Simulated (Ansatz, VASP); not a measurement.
## Be in VASP and in Ansatz

INCAR

```
PREC = Accurate
ENCUT = 520
EDIFF = 1E-6
ISMEAR = -1
SIGMA = 0.1
LREAL = False
LASPH = True
NELM = 150
ALGO = Normal
ISIF = 2
LWAVE = False
LCHARG = False
LNONCOLLINEAR = True
MAGMOM = 0 0 0 0 0 0
LORBIT = 11
LSORBIT = True
GGA_COMPAT = False
LORBMOM = True
GGA = CA
NBANDS = 16
```

The input KPOINTS:

```
regular mesh
0
Gamma
  11 11 11
```

The input POSCAR:

```
Be
1.0
    0.0000000000      2.4127936107      2.4127936107
    2.4127936107      0.0000000000      2.4127936107
    2.4127936107      2.4127936107      0.0000000000
Be
2
Direct
    0.1250000000      0.1250000000      0.1250000000
    0.8750000000      0.8750000000      0.8750000000
```

Input for Ansatz:

```yaml
crystal:
  lattice:
    - [0.0, 2.4127936107, 2.4127936107]
    - [2.4127936107, 0.0, 2.4127936107]
    - [2.4127936107, 2.4127936107, 0.0]
  atoms:
    - { symbol: Be, position: [0.125, 0.125, 0.125] }
    - { symbol: Be, position: [0.875, 0.875, 0.875] }
hamiltonian:
  xc: lda
  pseudopotentials:
    kind: paw_fr
    azcp:
      Be: "pseudopotentials/Be.paw.azcp"
basis:
  ecutwfc: 420
  fft_grid_basis: typed
kpoints:
  mp_grid: { grid: [11, 11, 11], shift: [0, 0, 0] }
magnetization:
  noncollinear: true
  spin_orbit: true
scf:
  occupations: { method: fermi_dirac, width: 0.1 }
```

Alike in both runs: task single point; functional LDA; k mesh 11 × 11 × 11; occupations fermi-dirac, width 0.1 eV; non-collinear spin, spin-orbit coupling.

```csv
,VASP,Ansatz
version,VASP 6.6.1,Ansatz 0.2.0
potentials or method,"VASP PAW LDA potentials, release 64 (Be)","plane waves (420 eV) with PAW, fully relativistic with spin-orbit coupling"
plane-wave cutoff (eV),520,420
valence electrons in the cell,4,4
```

|  | VASP | Ansatz | Ansatz less VASP |
| --- | --- | --- | --- |
| net moment per atom (μB) | 0.00 | 0.00 | 0.000 |

Ansatz warned: «pseudo_functional_mismatch».
